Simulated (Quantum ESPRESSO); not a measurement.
# Easy axis of CoO with Quantum ESPRESSO

Aim: the energy of CoO with its moments along several crystal axes.

Program: Quantum ESPRESSO 7.5. Level of theory: PBE; plane waves with PseudoDojo 0.4.1 SR PBE standard potentials, then spin–orbit coupling on the fully relativistic files of the same set. Results are calculated unless marked as measured.

### Step 1. The starting structure

The structure is hexagonal, space group P6_3mc (No. 186). The conventional cell has a = 3.198 Å, b = 3.198 Å, c = 5.229 Å, α = 90.00°, β = 90.00°, γ = 120.00°. Nearest to Co lie 4 O at 1.92 to 1.97 Å. Nearest to O lie 4 Co at 1.92 to 1.97 Å. Farther neighbours and most contacts between anions are not listed.

Structure file:

```cif
data_structure
_symmetry_space_group_name_H-M 'P6_3mc'
_symmetry_Int_Tables_number 186
_cell_length_a 3.1976
_cell_length_b 3.1976
_cell_length_c 5.2287
_cell_angle_alpha 90.000
_cell_angle_beta 90.000
_cell_angle_gamma 120.000
_cell_volume 46.30
loop_
_atom_site_label
_atom_site_type_symbol
_atom_site_symmetry_multiplicity
_atom_site_Wyckoff_symbol
_atom_site_fract_x
_atom_site_fract_y
_atom_site_fract_z
_atom_site_occupancy
Co1 Co 2 b 0.33333 0.66667 0.00347 1
O1 O 2 b 0.33333 0.66667 0.37161 1
```

The cell comes from Materials Project 2023-11-01, a database of computed structures, and need not be the stable phase.

### Step 2. Collinear run on scalar-relativistic files

The input, pw.in:

```
&CONTROL
  calculation = 'scf'
  prefix = 'pwscf'
  outdir = './tmp'
  pseudo_dir = './pseudo'
  disk_io = 'low'
/
&SYSTEM
  ibrav = 0
  celldm(1) = 8
  nat = 4
  ntyp = 3
  ecutwfc = 72
  nbnd = 32
  occupations = 'smearing'
  smearing = 'fd'
  degauss = 0.00734986
  nspin = 2
  starting_magnetization(1) = 0.1765
  starting_magnetization(2) = -0.1765
  starting_magnetization(3) = 0
/
&ELECTRONS
  conv_thr = 8d-11
  electron_maxstep = 150
  mixing_beta = 0.3
/
ATOMIC_SPECIES
Co1    58.9332 Co.upf
Co2    58.9332 Co.upf
O      15.9990 O.upf
CELL_PARAMETERS alat
   0.7553343373488    0.0000000000000    0.0000000000000
  -0.3776671686862    0.6541387245008    0.0000000000000
   0.0000000000000    0.0000000000000    1.2351036671339
ATOMIC_POSITIONS crystal
Co1     0.0000000000    0.0000000000    0.0034741400
Co2     0.3333333300    0.6666666700    0.5033624100
O       0.0000000000    0.0000000000    0.3716088500
O       0.3333333300    0.6666666700    0.8715556000
K_POINTS automatic
8 8 4 0 0 0
```

Started as:

```bash
OMP_NUM_THREADS=1 mpirun -n 4 pw.x -nk 4 -in pw.in > pw.out
```

Numbers of over 12 decimals in the logs are rounded to 6 here.

What it wrote:

```text
Program PWSCF v.7.5 starts

     Message from routine setup:
     using ibrav=0 with symmetry is DISCOURAGED, use correct ibrav instead

     K-points division:     npool     =       4
     Subspace diagonalization in iterative solution of the eigenvalue problem:

     G-vector sticks info
     --------------------
     sticks:   dense  smooth     PW     G-vecs:    dense   smooth      PW
     Sum         733     733    211                25817    25817    4055

     Using Slab Decomposition

     bravais-lattice index     =            0
     lattice parameter (alat)  =       8.0000  a.u.
     unit-cell volume          =     312.4514 (a.u.)^3
     number of atoms/cell      =            4
     number of atomic types    =            3
     number of electrons       =        46.00
     number of Kohn-Sham states=           32
     kinetic-energy cutoff     =      72.0000  Ry
     charge density cutoff     =     288.0000  Ry
     scf convergence threshold =      8.0E-11
     mixing beta               =       0.3000
     number of iterations used =            8  plain     mixing
     Exchange-correlation= PBE
                           (   1   4   3   4   0   0   0)

     celldm(1)=   8.000000  celldm(2)=   0.000000  celldm(3)=   0.000000
     celldm(4)=   0.000000  celldm(5)=   0.000000  celldm(6)=   0.000000

     crystal axes: (cart. coord. in units of alat)
               a(1) = (   0.755334   0.000000   0.000000 )
               a(2) = (  -0.377667   0.654139   0.000000 )
               a(3) = (   0.000000   0.000000   1.235104 )

     reciprocal axes: (cart. coord. in units 2 pi/alat)
               b(1) = (  1.323917  0.764364 -0.000000 )
               b(2) = (  0.000000  1.528728  0.000000 )
               b(3) = (  0.000000 -0.000000  0.809649 )

     PseudoPot. # 1 for Co read from file:
     Co.upf
     Pseudo is Norm-conserving + core correction, Zval = 17.0
     Generated using ONCVPSP code by D. R. Hamann
     Using radial grid of 1388 points,  6 beta functions with:
                l(1) =   0
                l(2) =   0
                l(3) =   1
                l(4) =   1
                l(5) =   2
                l(6) =   2

     PseudoPot. # 2 for Co read from file:
     Co.upf
     Pseudo is Norm-conserving + core correction, Zval = 17.0
     Generated using ONCVPSP code by D. R. Hamann
     Using radial grid of 1388 points,  6 beta functions with:
                l(1) =   0
                l(2) =   0
                l(3) =   1
                l(4) =   1
                l(5) =   2
                l(6) =   2

     PseudoPot. # 3 for O  read from file:
     O.upf
     Pseudo is Norm-conserving + core correction, Zval =  6.0
     Generated using ONCVPSP code by D. R. Hamann
     Using radial grid of  936 points,  5 beta functions with:
                l(1) =   0
                l(2) =   0
                l(3) =   1
                l(4) =   1
                l(5) =   2

     atomic species   valence    mass     pseudopotential
     Co1              17.00    58.93320     Co( 1.00)
     Co2              17.00    58.93320     Co( 1.00)
     O                 6.00    15.99900     O ( 1.00)

     Starting magnetic structure
     atomic species   magnetization
     Co1             0.176
     Co2            -0.176
     O               0.000

      6 Sym. Ops. (no inversion) found

   Cartesian axes

     site n.     atom                  positions (alat units)
         1        Co1    tau(   1) = (   0.0000000   0.0000000   0.0042909  )
         2        Co2    tau(   2) = (  -0.0000000   0.4360925   0.6217048  )
         3        O      tau(   3) = (   0.0000000   0.0000000   0.4589755  )
         4        O      tau(   4) = (  -0.0000000   0.4360925   1.0764615  )

     number of k points=    35  Fermi-Dirac smearing, width (Ry)=  0.0073
                       cart. coord. in units 2pi/alat
        k(    1) = (   0.0000000   0.0000000   0.0000000), wk =   0.0039062
        k(    2) = (   0.0000000   0.0000000   0.2024122), wk =   0.0078125
        k(    3) = (   0.0000000   0.0000000  -0.4048243), wk =   0.0039062
        k(    4) = (   0.0000000   0.1910910   0.0000000), wk =   0.0234375
        k(    5) = (   0.0000000   0.1910910   0.2024122), wk =   0.0234375
        [... 30 further k-points ...]

     Dense  grid:    25817 G-vectors     FFT dimensions: (  36,  36,  54)

     Check: negative core charge=   -0.000004
     Generating pointlists ...
     new r_m :   0.1876 (alat units)  1.5005 (a.u.) for type    1
     new r_m :   0.1876 (alat units)  1.5007 (a.u.) for type    2
     new r_m :   0.1876 (alat units)  1.5005 (a.u.) for type    3

     Initial potential from superposition of free atoms

     starting charge      45.9994, renormalised to      46.0000
     Starting wfcs are   28 randomized atomic wfcs +    4 random wfcs

     Self-consistent Calculation

     iteration #  1     ecut=    72.00 Ry     beta= 0.30
     Davidson diagonalization with overlap
     ethr =  1.00E-02,  avg # of iterations =  5.1

     total energy              =    -678.01294688 Ry
     estimated scf accuracy    <       0.62114604 Ry

     total magnetization       =     0.00 Bohr mag/cell
     absolute magnetization    =     5.34 Bohr mag/cell

     iteration #  2     ecut=    72.00 Ry     beta= 0.30
     Davidson diagonalization with overlap
     ethr =  1.35E-03,  avg # of iterations =  2.1

     total energy              =    -678.09867765 Ry
     estimated scf accuracy    <       0.13895130 Ry

     total magnetization       =    -0.01 Bohr mag/cell
     absolute magnetization    =     4.81 Bohr mag/cell

     iteration #  3     ecut=    72.00 Ry     beta= 0.30
     Davidson diagonalization with overlap
     ethr =  3.02E-04,  avg # of iterations =  2.1

     total energy              =    -678.11619335 Ry
     estimated scf accuracy    <       0.04885100 Ry

     total magnetization       =     0.05 Bohr mag/cell
     absolute magnetization    =     5.04 Bohr mag/cell

     [... further iterations left out ...]

     iteration # 16     ecut=    72.00 Ry     beta= 0.30
     Davidson diagonalization with overlap
     ethr =  3.89E-10,  avg # of iterations =  1.0

     total energy              =    -678.12733459 Ry
     estimated scf accuracy    <          7.0E-09 Ry

     total magnetization       =     0.00 Bohr mag/cell
     absolute magnetization    =     5.08 Bohr mag/cell

     iteration # 17     ecut=    72.00 Ry     beta= 0.30
     Davidson diagonalization with overlap
     ethr =  1.52E-11,  avg # of iterations =  1.2

     total energy              =    -678.12733459 Ry
     estimated scf accuracy    <          2.3E-09 Ry

     total magnetization       =     0.00 Bohr mag/cell
     absolute magnetization    =     5.08 Bohr mag/cell

     iteration # 18     ecut=    72.00 Ry     beta= 0.30
     Davidson diagonalization with overlap
     ethr =  4.99E-12,  avg # of iterations =  2.0

     total energy              =    -678.12733459 Ry
     estimated scf accuracy    <          2.9E-10 Ry

     total magnetization       =     0.00 Bohr mag/cell
     absolute magnetization    =     5.08 Bohr mag/cell

     iteration # 19     ecut=    72.00 Ry     beta= 0.30
     Davidson diagonalization with overlap
     ethr =  6.27E-13,  avg # of iterations =  2.0

     Magnetic moment per site  (integrated on atomic sphere of radius R)
     atom   1 (R=0.188)  charge= 14.1794  magn=  2.1403
     atom   2 (R=0.188)  charge= 14.1804  magn= -2.1402
     atom   3 (R=0.188)  charge=  5.3094  magn= -0.1594
     atom   4 (R=0.188)  charge=  5.3092  magn=  0.1596

     End of self-consistent calculation

     [... lines left out ...]
     the Fermi energy is    11.3435 ev

!    total energy              =    -678.12733459 Ry
     estimated scf accuracy    <          3.5E-11 Ry
     smearing contrib. (-TS)   =      -0.00833225 Ry
     internal energy E=F+TS    =    -678.11900234 Ry

     The total energy is F=E-TS. E is the sum of the following terms:
     one-electron contribution =    -374.47800112 Ry
     hartree contribution      =     211.64214940 Ry
     xc contribution           =    -128.80399436 Ry
     ewald contribution        =    -386.47915626 Ry

     total magnetization       =     0.00 Bohr mag/cell
     absolute magnetization    =     5.08 Bohr mag/cell

     convergence has been achieved in  19 iterations

=------------------------------------------------------------------------------=
   JOB DONE.
=------------------------------------------------------------------------------=
```

Wall time 58 s (4 MPI ranks of Arm Neoverse V1, shared host); peak memory 0.39 GiB.

Spin moment in the atom's sphere by atom:

```csv
atom,spin moment in the atom's sphere (μB)
Co1,2.14
Co2,-2.14
O3,-0.16
O4,0.16
```

This step gave:

| Item | Value |
| --- | --- |
| smearing term TS | 0.1134 eV |
| magnetization | 0 μB |
| absolute magnetization | 5.08 μB |
| final state | antiferromagnetic |

### Step 3. One pass along [001] on 6×6×3

Each pass runs in a folder of its own that holds a copy of a collinear save from that input. The collinear spin density is turned to the axis, and its potential is diagonalised once with spin–orbit coupling on fully relativistic PseudoDojo files; the sums over occupied states, with the smearing term, are then compared.

The input, pass.in:

```
&CONTROL
  calculation = 'nscf'
  prefix = 'pwscf'
  outdir = './tmp'
  pseudo_dir = './pseudo_fr'
  disk_io = 'nowf'
/
&SYSTEM
  ibrav = 0
  celldm(1) = 8
  nat = 4
  ntyp = 3
  ecutwfc = 72
  nbnd = 64
  occupations = 'smearing'
  smearing = 'fd'
  degauss = 0.00734986
  noncolin = .true.
  lspinorb = .true.
  lforcet = .true.
  starting_magnetization(1) = 0.1765
  angle1(1) = 0
  angle2(1) = 0
  starting_magnetization(2) = -0.1765
  angle1(2) = 0
  angle2(2) = 0
  starting_magnetization(3) = 0
  angle1(3) = 0
  angle2(3) = 0
/
&ELECTRONS
  conv_thr = 8d-11
  electron_maxstep = 150
  mixing_beta = 0.3
  startingpot = 'file'
  startingwfc = 'random'
  diago_thr_init = 1d-09
  diago_full_acc = .true.
/
ATOMIC_SPECIES
Co1    58.9332 Co.upf
Co2    58.9332 Co.upf
O      15.9990 O.upf
CELL_PARAMETERS alat
   0.7553343373488    0.0000000000000    0.0000000000000
  -0.3776671686862    0.6541387245008    0.0000000000000
   0.0000000000000    0.0000000000000    1.2351036671339
ATOMIC_POSITIONS crystal
Co1     0.0000000000    0.0000000000    0.0034741400
Co2     0.3333333300    0.6666666700    0.5033624100
O       0.0000000000    0.0000000000    0.3716088500
O       0.3333333300    0.6666666700    0.8715556000
K_POINTS automatic
6 6 3 0 0 0
```

Started as:

```bash
OMP_NUM_THREADS=1 mpirun -n 4 pw.x -nk 4 -in pass.in > pass.out
```

What it wrote:

```text
[banner, memory and clock lines left out]
Program PWSCF v.7.5 starts

     Fixed quantization axis for GGA:     0.000000    0.000000    1.000000
     Message from routine setup:
     using ibrav=0 with symmetry is DISCOURAGED, use correct ibrav instead

     bravais-lattice index     =            0
     lattice parameter (alat)  =       8.0000  a.u.
     unit-cell volume          =     312.4514 (a.u.)^3
     number of atoms/cell      =            4
     number of atomic types    =            3
     number of electrons       =        46.00
     number of Kohn-Sham states=           64
     kinetic-energy cutoff     =      72.0000  Ry
     charge density cutoff     =     288.0000  Ry
     Exchange-correlation= PBE
                           (   1   4   3   4   0   0   0)
     Noncollinear calculation with spin-orbit

     [... lines left out ...]
     PseudoPot. # 1 for Co read from file:
     Co.upf
     Pseudo is Norm-conserving + core correction, Zval = 17.0

     PseudoPot. # 2 for Co read from file:
     Co.upf
     Pseudo is Norm-conserving + core correction, Zval = 17.0

     PseudoPot. # 3 for O  read from file:
     O.upf
     Pseudo is Norm-conserving + core correction, Zval =  6.0

     atomic species   valence    mass     pseudopotential
     Co1              17.00    58.93320     Co( 1.00)
     Co2              17.00    58.93320     Co( 1.00)
     O                 6.00    15.99900     O ( 1.00)

      6 Sym. Ops. (no inversion) found

   Cartesian axes

     site n.     atom                  positions (alat units)
         1        Co1    tau(   1) = (   0.0000000   0.0000000   0.0042909  )
         2        Co2    tau(   2) = (  -0.0000000   0.4360925   0.6217048  )
         3        O      tau(   3) = (   0.0000000   0.0000000   0.4589755  )
         4        O      tau(   4) = (  -0.0000000   0.4360925   1.0764615  )

     number of k points=    24  Fermi-Dirac smearing, width (Ry)=  0.0073

     Dense  grid:    25817 G-vectors     FFT dimensions: (  36,  36,  54)

     Check: negative core charge=   -0.000004
     Generating pointlists ...
     new r_m :   0.1876 (alat units)  1.5005 (a.u.) for type    1
     new r_m :   0.1876 (alat units)  1.5007 (a.u.) for type    2
     new r_m :   0.1876 (alat units)  1.5005 (a.u.) for type    3
     Message from routine read_rhog:
     some spin components not found

 -----------
Spin angles Theta, Phi (degree) =   0.0000  0.0000
 -----------

     The potential is recalculated from file :
     [... lines left out ...]
     Starting wfcs are random

     Band Structure Calculation
     Davidson diagonalization with overlap

     ethr =  1.00E-09,  avg # of iterations = 31.3

     End of band structure calculation

------
 eband, Ef (eV) =   -732.404331        11.362489
------
     [... lines left out ...]
     the Fermi energy is    11.3625 ev
     (compare with:    11.3435 eV, computed in scf)
```

Run time: 48 s. Hardware: 4 MPI ranks; peak memory 0.38 GiB.

### Step 4. One pass along [100] on 6×6×3

pass.in: that of step 3 with these lines changed.

```diff
@@ -21,9 +21,9 @@
   starting_magnetization(1) = 0.1765
-  angle1(1) = 0
+  angle1(1) = 90
   angle2(1) = 0
   starting_magnetization(2) = -0.1765
-  angle1(2) = 0
+  angle1(2) = 90
   angle2(2) = 0
   starting_magnetization(3) = 0
-  angle1(3) = 0
+  angle1(3) = 90
   angle2(3) = 0
```

What it wrote:

```text
     [... lines left out ...]
Program PWSCF v.7.5 starts
     [... lines left out ...]
     number of atoms/cell      =            4
     [... lines left out ...]
     number of electrons       =        46.00
     number of Kohn-Sham states=           64
     kinetic-energy cutoff     =      72.0000  Ry
     charge density cutoff     =     288.0000  Ry
     [... lines left out ...]
     Noncollinear calculation with spin-orbit
     [... lines left out ...]
      2 Sym. Ops. (no inversion) found
     [... lines left out ...]
     number of k points=    63  Fermi-Dirac smearing, width (Ry)=  0.0073
     [... lines left out ...]
Spin angles Theta, Phi (degree) =  90.0000  0.0000
     [... lines left out ...]
 eband, Ef (eV) =   -732.403909        11.361184
     [... lines left out ...]
     the Fermi energy is    11.3612 ev
     (compare with:    11.3435 eV, computed in scf)
```

Elapsed: 2.1 min, on 4 MPI ranks; peak memory 0.38 GiB.

### Step 5. One pass along [210] on 6×6×3

pass.in: that of step 4 with these lines changed.

```diff
@@ -22,9 +22,9 @@
   angle1(1) = 90
-  angle2(1) = 0
+  angle2(1) = 30
   starting_magnetization(2) = -0.1765
   angle1(2) = 90
-  angle2(2) = 0
+  angle2(2) = 30
   starting_magnetization(3) = 0
   angle1(3) = 90
-  angle2(3) = 0
+  angle2(3) = 30
 /
```

What it wrote:

```text
     [... lines left out ...]
Program PWSCF v.7.5 starts
     [... lines left out ...]
     number of atoms/cell      =            4
     [... lines left out ...]
     number of electrons       =        46.00
     number of Kohn-Sham states=           64
     kinetic-energy cutoff     =      72.0000  Ry
     charge density cutoff     =     288.0000  Ry
     [... lines left out ...]
     Noncollinear calculation with spin-orbit
     [... lines left out ...]
      2 Sym. Ops. (no inversion) found
     [... lines left out ...]
     number of k points=    57  Fermi-Dirac smearing, width (Ry)=  0.0073
     [... lines left out ...]
Spin angles Theta, Phi (degree) =  90.0000 30.0000
     [... lines left out ...]
 eband, Ef (eV) =   -732.403909        11.361184
     [... lines left out ...]
     the Fermi energy is    11.3612 ev
     (compare with:    11.3435 eV, computed in scf)
```

It took 1.9 min on 4 MPI ranks; peak memory 0.38 GiB; 7.6 min of CPU time.

[end of part 1 of 2]

[Logs and program files are shortened in this print: banners, set-up blocks, solver, clock and traceback lines can be left out without a mark of their own.]

[Logs are printed without paths, hosts, clocks, repeated set-up lines and the standing remarks that a program may print on its own settings, such as how far it seeks lower states.]

[Hosts, paths, dates, database ids (printed as entryN), source tags and the programs' standing remarks are cut or masked in the printed files.]

[Where a cell is said to come from a database of computed structures, the database is the Materials Project.]
